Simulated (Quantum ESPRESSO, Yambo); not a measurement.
# NaCl (Fm-3m): a self-consistent loop beyond G0W0, cycle by cycle, part 2 of 2

Wanted: G0W0 and self-consistent gaps of NaCl (Fm-3m), with the cost of the cycles.

Quantum ESPRESSO 7.5 and Yambo 5.3.0; PBE and many-body steps on it, plane waves. Known limits of the many-body steps: not at the basis limit; coarse k mesh.

So far. Step 5 (evGW0, cycle 1): Against G0W0 in Yambo (4×4×4 mesh, 108 bands, screening to 163.3 eV, Godby-Needs plasmon pole), the gap moves by +0.259 eV. Step 6 (evGW0, cycle 2): Against the cycle before, the gap moves by +0.022 eV.

The database entry behind the starting cell differs from later determinations by our own check (an axis about 0.4 % short against later determinations), so it need not match the best structure at ambient conditions.

### Step 7. evGW0, cycle 3

Level of this step: evGW0 on PBE, plane waves, norm-conserving pseudopotentials (Yambo).

gw4.in

```
HF_and_locXC
gw0
dyson
ppa
em1d
rim_cut
RandQpts= 1000000
RandGvec= 1 RL
EXXRLvcs= 76 Ry
VXCRLvcs= 304 Ry
Chimod= "HARTREE"
% BndsRnXp
 1 | 108 |
%
NGsBlkXp= 12 Ry
% LongDrXp
 1 | 1 | 1 |
%
% GbndRnge
 1 | 108 |
%
DysSolver= "n"
ExtendOut
PPAPntXp= 27.21138 eV
% QPkrange
 1 | 8 | 6 | 12 |
%
GfnQPdb= "E < ./gw3_fix/ndb.QP"
```

Started as:

```console
OMP_NUM_THREADS=1 mpirun -n 4 yambo -F gw4.in -J gw4,gw1_W -C gw4 > gw4.log
```

The program printed:

```text
 Yambo, version 5.3.0

 [02] CORE Variables Setup
 =========================

  [... cell, symmetries and grids as in the set-up ...]

  [02.05] Energies & Occupations
  ==============================

  [X] === General ===
  [X] Electronic Temperature                        :  0.000000  0.000000 [eV K]
  [X] Bosonic    Temperature                        :  0.000000  0.000000 [eV K]
  [X] Finite Temperature mode                       : no
  [X] El. density                                   :  0.36055E+24 [cm-3]
[...]
Sx RL components                                 :   3479

   QP @ state[ 1 ] K range                          :   1   8
   QP @ state[ 1 ] b range                          :   6  12
   GF energies kind                                 : Perdew, Burke & Ernzerhof(X)+Perdew, Burke & Ernzerhof(C)+ E < ./gw1/ndb.QP + @E Fit+ E < ./gw2_fix/
   GF WF`s kind                                     : Perdew, Burke & Ernzerhof(X)+Perdew, Burke & Ernzerhof(C)
   Xs energies kind                                 : Perdew, Burke & Ernzerhof(X)+Perdew, Burke & Ernzerhof(C)
   Xs WF`s kind                                     : Perdew, Burke & Ernzerhof(X)+Perdew, Burke & Ernzerhof(C)

 [13] Game Over & Game summary
```

Run time: 3.5 min. Hardware: 4 MPI ranks of Arm Neoverse V1, shared host; peak memory 1.4 GiB; 14 min of CPU time.

This step gave:

* quasiparticle gap on the mesh: 8.330 eV
* gap of the density functional on the mesh: 5.150 eV
* k of the valence top: 0, 0, 0
* k of the conduction bottom: 0, 0, 0
* least direct quasiparticle gap on the computed points: 8.330 eV

Against the cycle before, the gap moves by +0.002 eV.

The program's own table gives 8.669 eV, which is too large where the input levels are shifted: this version takes Σc at the unshifted level E₀, yet steps from the shifted one. The value above is the Newton step from E₀, E₀ + Z(Σc + Σx − Vxc), rebuilt from the printed columns.

### Step 8. evGW, cycle 1

This step: evGW on PBE, plane waves, norm-conserving pseudopotentials.

gw5.in, as its differences from gw4.in of step 7:

```diff
@@ -27,2 +27,3 @@
 %
-GfnQPdb= "E < ./gw3_fix/ndb.QP"
+GfnQPdb= "E < ./gw1/ndb.QP"
+XfnQPdb= "E < ./gw1/ndb.QP"
```

Started as:

```console
OMP_NUM_THREADS=1 mpirun -n 4 yambo -F gw5.in -J gw5 -C gw5 > gw5.log
```

The program printed:

```text
 Yambo, version 5.3.0

 [02] CORE Variables Setup
 =========================

  [... cell, symmetries and grids as in the set-up ...]

  [02.05] Energies & Occupations
  ==============================

  [X] === General ===
  [X] Electronic Temperature                        :  0.000000  0.000000 [eV K]
  [X] Bosonic    Temperature                        :  0.000000  0.000000 [eV K]
  [X] Finite Temperature mode                       : no
  [X] El. density                                   :  0.36055E+24 [cm-3]
[...]
Sx RL components                                 :   3479

   QP @ state[ 1 ] K range                          :   1   8
   QP @ state[ 1 ] b range                          :   6  12
   GF energies kind                                 : Perdew, Burke & Ernzerhof(X)+Perdew, Burke & Ernzerhof(C)+ E < ./gw1/ndb.QP + @E Fit
   GF WF`s kind                                     : Perdew, Burke & Ernzerhof(X)+Perdew, Burke & Ernzerhof(C)
   Xs energies kind                                 : Perdew, Burke & Ernzerhof(X)+Perdew, Burke & Ernzerhof(C)
   Xs WF`s kind                                     : Perdew, Burke & Ernzerhof(X)+Perdew, Burke & Ernzerhof(C)

 [15] Game Over & Game summary
```

It took 4 min on 4 MPI ranks; peak memory 1.5 GiB; 16 min of CPU time.

This step gave:

```
quasiparticle gap on the mesh                         : 8.876 eV
gap of the density functional on the mesh             : 5.150 eV
k of the valence top                                  : 0, 0, 0
k of the conduction bottom                            : 0, 0, 0
least direct quasiparticle gap on the computed points : 8.876 eV
```

Against G0W0 in Yambo (4×4×4 mesh, 108 bands, screening to 163.3 eV, Godby-Needs plasmon pole), the gap moves by +0.829 eV.

The program's own table gives 9.136 eV, which is too large where the input levels are shifted: this version takes Σc at the unshifted level E₀, yet steps from the shifted one. The value above is the Newton step from E₀, E₀ + Z(Σc + Σx − Vxc), rebuilt from the printed columns.

### Step 9. evGW, cycle 2

gw6.in, as its differences from gw5.in of step 8:

```diff
@@ -27,3 +27,3 @@
 %
-GfnQPdb= "E < ./gw1/ndb.QP"
-XfnQPdb= "E < ./gw1/ndb.QP"
+GfnQPdb= "E < ./gw5_fix/ndb.QP"
+XfnQPdb= "E < ./gw5_fix/ndb.QP"
```

Started as:

```console
OMP_NUM_THREADS=1 mpirun -n 4 yambo -F gw6.in -J gw6 -C gw6 > gw6.log
```

The program printed:

```text
 Yambo, version 5.3.0

 [02] CORE Variables Setup
 =========================

  [... cell, symmetries and grids as in the set-up ...]

  [02.05] Energies & Occupations
  ==============================

  [X] === General ===
  [X] Electronic Temperature                        :  0.000000  0.000000 [eV K]
  [X] Bosonic    Temperature                        :  0.000000  0.000000 [eV K]
  [X] Finite Temperature mode                       : no
  [X] El. density                                   :  0.36055E+24 [cm-3]
[...]
Sx RL components                                 :   3479

   QP @ state[ 1 ] K range                          :   1   8
   QP @ state[ 1 ] b range                          :   6  12
   GF energies kind                                 : Perdew, Burke & Ernzerhof(X)+Perdew, Burke & Ernzerhof(C)+ E < ./gw1/ndb.QP + @E Fit+ E < ./gw5_fix/
   GF WF`s kind                                     : Perdew, Burke & Ernzerhof(X)+Perdew, Burke & Ernzerhof(C)
   Xs energies kind                                 : Perdew, Burke & Ernzerhof(X)+Perdew, Burke & Ernzerhof(C)
   Xs WF`s kind                                     : Perdew, Burke & Ernzerhof(X)+Perdew, Burke & Ernzerhof(C)

 [15] Game Over & Game summary
```

Elapsed: 4 min, on 4 MPI ranks; peak memory 1.5 GiB.

This step gave:

```
quasiparticle gap on the mesh                         : 9.065 eV
gap of the density functional on the mesh             : 5.150 eV
k of the valence top                                  : 0, 0, 0
k of the conduction bottom                            : 0, 0, 0
least direct quasiparticle gap on the computed points : 9.065 eV
```

Against the cycle before, the gap moves by +0.189 eV.

The program's own table gives 9.369 eV, which is too large where the input levels are shifted: this version takes Σc at the unshifted level E₀, yet steps from the shifted one. The value above is the Newton step from E₀, E₀ + Z(Σc + Σx − Vxc), rebuilt from the printed columns.

### Step 10. evGW, cycle 3

gw7.in, as its differences from gw6.in of step 9:

```diff
@@ -27,3 +27,3 @@
 %
-GfnQPdb= "E < ./gw5_fix/ndb.QP"
-XfnQPdb= "E < ./gw5_fix/ndb.QP"
+GfnQPdb= "E < ./gw6_fix/ndb.QP"
+XfnQPdb= "E < ./gw6_fix/ndb.QP"
```

Started as:

```console
OMP_NUM_THREADS=1 mpirun -n 4 yambo -F gw7.in -J gw7 -C gw7 > gw7.log
```

The program printed:

```text
 Yambo, version 5.3.0

 [02] CORE Variables Setup
 =========================

  [... cell, symmetries and grids as in the set-up ...]

  [02.05] Energies & Occupations
  ==============================

  [X] === General ===
  [X] Electronic Temperature                        :  0.000000  0.000000 [eV K]
  [X] Bosonic    Temperature                        :  0.000000  0.000000 [eV K]
  [X] Finite Temperature mode                       : no
  [X] El. density                                   :  0.36055E+24 [cm-3]
[...]
Sx RL components                                 :   3479

   QP @ state[ 1 ] K range                          :   1   8
   QP @ state[ 1 ] b range                          :   6  12
   GF energies kind                                 : Perdew, Burke & Ernzerhof(X)+Perdew, Burke & Ernzerhof(C)+ E < ./gw1/ndb.QP + @E Fit+ E < ./gw5_fix/
   GF WF`s kind                                     : Perdew, Burke & Ernzerhof(X)+Perdew, Burke & Ernzerhof(C)
   Xs energies kind                                 : Perdew, Burke & Ernzerhof(X)+Perdew, Burke & Ernzerhof(C)
   Xs WF`s kind                                     : Perdew, Burke & Ernzerhof(X)+Perdew, Burke & Ernzerhof(C)

 [15] Game Over & Game summary
```

The job ended after 4 min (4 MPI ranks; peak memory 1.5 GiB).

Numbers from this step:

```yaml
quasiparticle_gap_on_the_mesh: 9.098 eV
gap_of_the_density_functional_on_the_mesh: 5.150 eV
k_of_the_valence_top: 0, 0, 0
k_of_the_conduction_bottom: 0, 0, 0
least_direct_quasiparticle_gap_on_the_computed_points: 9.098 eV
```

Against the cycle before, the gap moves by +0.033 eV.

The program's own table gives 9.412 eV, which is too large where the input levels are shifted: this version takes Σc at the unshifted level E₀, yet steps from the shifted one. The value above is the Newton step from E₀, E₀ + Z(Σc + Σx − Vxc), rebuilt from the printed columns.

### Step 11. evGW, cycle 4

gw8.in, as its differences from gw7.in of step 10:

```diff
@@ -27,3 +27,3 @@
 %
-GfnQPdb= "E < ./gw6_fix/ndb.QP"
-XfnQPdb= "E < ./gw6_fix/ndb.QP"
+GfnQPdb= "E < ./gw7_fix/ndb.QP"
+XfnQPdb= "E < ./gw7_fix/ndb.QP"
```

Started as:

```console
OMP_NUM_THREADS=1 mpirun -n 4 yambo -F gw8.in -J gw8 -C gw8 > gw8.log
```

The program printed:

```text
 Yambo, version 5.3.0

 [02] CORE Variables Setup
 =========================

  [... cell, symmetries and grids as in the set-up ...]

  [02.05] Energies & Occupations
  ==============================

  [X] === General ===
  [X] Electronic Temperature                        :  0.000000  0.000000 [eV K]
  [X] Bosonic    Temperature                        :  0.000000  0.000000 [eV K]
  [X] Finite Temperature mode                       : no
  [X] El. density                                   :  0.36055E+24 [cm-3]
[...]
Sx RL components                                 :   3479

   QP @ state[ 1 ] K range                          :   1   8
   QP @ state[ 1 ] b range                          :   6  12
   GF energies kind                                 : Perdew, Burke & Ernzerhof(X)+Perdew, Burke & Ernzerhof(C)+ E < ./gw1/ndb.QP + @E Fit+ E < ./gw5_fix/
   GF WF`s kind                                     : Perdew, Burke & Ernzerhof(X)+Perdew, Burke & Ernzerhof(C)
   Xs energies kind                                 : Perdew, Burke & Ernzerhof(X)+Perdew, Burke & Ernzerhof(C)
   Xs WF`s kind                                     : Perdew, Burke & Ernzerhof(X)+Perdew, Burke & Ernzerhof(C)

 [15] Game Over & Game summary
```

Elapsed: 4 min, on 4 MPI ranks; peak memory 1.5 GiB; 16 min of CPU time.

Numbers from this step:

| Item | Value |
| --- | --- |
| quasiparticle gap on the mesh | 9.110 eV |
| gap of the density functional on the mesh | 5.150 eV |
| k of the valence top | 0, 0, 0 |
| k of the conduction bottom | 0, 0, 0 |
| least direct quasiparticle gap on the computed points | 9.110 eV |

Against the cycle before, the gap moves by +0.012 eV.

The program's own table gives 9.425 eV, which is too large where the input levels are shifted: this version takes Σc at the unshifted level E₀, yet steps from the shifted one. The value above is the Newton step from E₀, E₀ + Z(Σc + Σx − Vxc), rebuilt from the printed columns.

### Step 12. evGW, cycle 5

gw9.in, as its differences from gw8.in of step 11:

```diff
@@ -27,3 +27,3 @@
 %
-GfnQPdb= "E < ./gw7_fix/ndb.QP"
-XfnQPdb= "E < ./gw7_fix/ndb.QP"
+GfnQPdb= "E < ./gw8_fix/ndb.QP"
+XfnQPdb= "E < ./gw8_fix/ndb.QP"
```

Started as:

```console
OMP_NUM_THREADS=1 mpirun -n 4 yambo -F gw9.in -J gw9 -C gw9 > gw9.log
```

The program printed:

```text
 Yambo, version 5.3.0

 [02] CORE Variables Setup
 =========================

  [... cell, symmetries and grids as in the set-up ...]

  [02.05] Energies & Occupations
  ==============================

  [X] === General ===
  [X] Electronic Temperature                        :  0.000000  0.000000 [eV K]
  [X] Bosonic    Temperature                        :  0.000000  0.000000 [eV K]
  [X] Finite Temperature mode                       : no
  [X] El. density                                   :  0.36055E+24 [cm-3]
[...]
Sx RL components                                 :   3479

   QP @ state[ 1 ] K range                          :   1   8
   QP @ state[ 1 ] b range                          :   6  12
   GF energies kind                                 : Perdew, Burke & Ernzerhof(X)+Perdew, Burke & Ernzerhof(C)+ E < ./gw1/ndb.QP + @E Fit+ E < ./gw5_fix/
   GF WF`s kind                                     : Perdew, Burke & Ernzerhof(X)+Perdew, Burke & Ernzerhof(C)
   Xs energies kind                                 : Perdew, Burke & Ernzerhof(X)+Perdew, Burke & Ernzerhof(C)
   Xs WF`s kind                                     : Perdew, Burke & Ernzerhof(X)+Perdew, Burke & Ernzerhof(C)

 [15] Game Over & Game summary
```

Elapsed: 4 min, on 4 MPI ranks; peak memory 1.5 GiB.

Numbers from this step:

| Item | Value |
| --- | --- |
| quasiparticle gap on the mesh | 9.113 eV |
| gap of the density functional on the mesh | 5.150 eV |
| k of the valence top | 0, 0, 0 |
| k of the conduction bottom | 0, 0, 0 |
| least direct quasiparticle gap on the computed points | 9.113 eV |

Against the cycle before, the gap moves by +0.003 eV.

The program's own table gives 9.429 eV, which is too large where the input levels are shifted: this version takes Σc at the unshifted level E₀, yet steps from the shifted one. The value above is the Newton step from E₀, E₀ + Z(Σc + Σx − Vxc), rebuilt from the printed columns.

### Step 13. The runs together

Times are wall times on 4 MPI ranks of Arm Neoverse V1, shared host, good to a factor of about two.

```csv
run,mesh,bands,screening cutoff (eV),DFT gap (eV),gap on the mesh (eV),direct (eV),time
G0W0,4×4×4,108,163.3,5.150,8.046,8.046,3.9 min
"evGW0, cycle 1",4×4×4,108,163.3,5.150,8.306,8.306,3.4 min
"evGW0, cycle 2",4×4×4,108,163.3,5.150,8.328,8.328,3.5 min
"evGW0, cycle 3",4×4×4,108,163.3,5.150,8.330,8.330,3.5 min
"evGW, cycle 1",4×4×4,108,163.3,5.150,8.876,8.876,4 min
"evGW, cycle 2",4×4×4,108,163.3,5.150,9.065,9.065,4 min
"evGW, cycle 3",4×4×4,108,163.3,5.150,9.098,9.098,4 min
"evGW, cycle 4",4×4×4,108,163.3,5.150,9.110,9.110,4 min
"evGW, cycle 5",4×4×4,108,163.3,5.150,9.113,9.113,4 min
```

### Step 14. What came out

```json
{
  "G0W0": "8.046 eV",
  "evGW0, cycle 1": "8.306 eV",
  "evGW0, cycle 2": "8.328 eV",
  "evGW0, cycle 3": "8.330 eV",
  "evGW, cycle 1": "8.876 eV",
  "evGW, cycle 2": "9.065 eV",
  "evGW, cycle 3": "9.098 eV",
  "evGW, cycle 4": "9.110 eV",
  "evGW, cycle 5": "9.113 eV",
  "known limits": "not at the basis limit; coarse k mesh"
}
```

evGW0 ends at 8.33 eV, +0.28 eV from G0W0, after 3 cycles that took 10 min beside the first screening; the last moved the gap by 0.002 eV. evGW ends at 9.11 eV, +1.07 eV from G0W0, after 5 cycles that took 20 min beside the first screening; the last moved the gap by 0.003 eV. Bands and cutoff are finite, so the gap is not at the basis limit. The miss can reach some tenths of an eV and take either sign; the mesh is an error of its own. The 4×4×4 mesh is coarse for this cell, which bears on the long-range parts of exchange and screening.

[Paths, hosts, dates, memory and timing lines, banners, echoed tables and standing remarks are left out of the program output.]

[Logs are printed without paths, hosts, clocks, repeated set-up lines and the standing remarks that a program may print on its own settings, such as how far it seeks lower states.]

[Runs of the session that timed out or met a known fault of the program may be left out.]

[Hosts, paths, dates, database ids (printed as entryN), source tags and the programs' standing remarks are cut or masked in the printed files.]
